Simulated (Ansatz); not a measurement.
Pr: band structure with PBEsol

The system is Pr.

```
Pr
1.0
     3.66900    0.00000    0.00000
    -1.83450    3.17745    0.00000
     0.00000    0.00000    5.92000
Pr
2
Direct
  0.66667 0.33333 0.75000
  0.33333 0.66667 0.25000
```

This isn't the form of Pr at room conditions, which is double hcp.

```yaml
Program: Ansatz 0.2.0
Task: band structure
Functional: PBEsol
Potentials_or_basis: all-electron PAW datasets made for the crystal
Cutoff: 270 eV (chosen from the basis error)
k_mesh: 8 × 8 × 5
Occupations: fermi-dirac, width 0.05 eV
Spin: collinear spin, ferromagnetic start
Starting_moments: "[2.0, 2.0] μB"
```

The pressure is -3.9 GPa and the band gap along the path is none (metal or under the smearing width). The net moment is 5.75 μB per cell, the absolute moment is 5.75 μB per cell and the site moments are Pr +2.57 μB.

Stress tensor (GPa, compression positive):
```
-3.94  0.00  0.00
 0.00 -3.94  0.00
 0.00  0.00 -3.78
```

Levels at the corners of the path, in eV from the Fermi level:
Spin up:
```tsv
point	band 12	band 13	band 14	band 15	band 16	band 17	band 18	band 19	band 20	band 21
Γ	-0.17	-0.10	-0.10	-0.01	-0.01	0.01	0.19	0.31	0.31	0.41
M	-0.23	-0.14	-0.12	-0.06	-0.02	0.08	0.15	0.32	0.34	0.38
K	-0.24	-0.24	-0.13	-0.05	-0.05	0.04	0.05	0.12	0.12	0.41
Γ	-0.17	-0.10	-0.10	-0.01	-0.01	0.01	0.19	0.31	0.31	0.41
A	-0.26	-0.16	-0.16	-0.11	0.04	0.12	0.12	0.26	0.26	0.46
L	-0.70	-0.15	-0.12	-0.08	-0.04	0.03	0.07	0.27	0.30	0.39
H	-0.58	-0.15	-0.15	-0.06	-0.06	-0.05	0.05	0.25	0.25	0.43
A	-0.26	-0.16	-0.16	-0.11	0.04	0.12	0.12	0.26	0.26	0.46
```
Spin down:
```
point  band 8  band 9  band 10  band 11  band 12  band 13
    Γ  -16.46   -3.15    -1.33     1.09     1.23     1.33
    M  -16.64   -1.10    -0.75    -0.72     1.18     1.28
    K  -17.00   -0.87     0.57     0.57     0.62     1.10
    Γ  -16.46   -3.15    -1.33     1.09     1.23     1.33
    A  -16.58   -1.72    -1.69     0.83     0.85     1.30
    L  -16.81   -1.28    -1.28     0.17     0.20     1.28
    H  -16.70   -0.15    -0.15     0.09     0.12     1.22
    A  -16.58   -1.72    -1.69     0.83     0.85     1.30
```

Wall time 100 s on 2 threads of AMD EPYC 7R43 64-Core Processor (Zen 3) (shared host), peak memory 1.2 GiB.

Caveat: an open f shell can end in a state above the lowest; the magnetic or orbital state may not be the lowest; spin-orbit coupling is left out, which moves the levels of the heavy elements. The state reached can hang on the start; a lower one may exist.
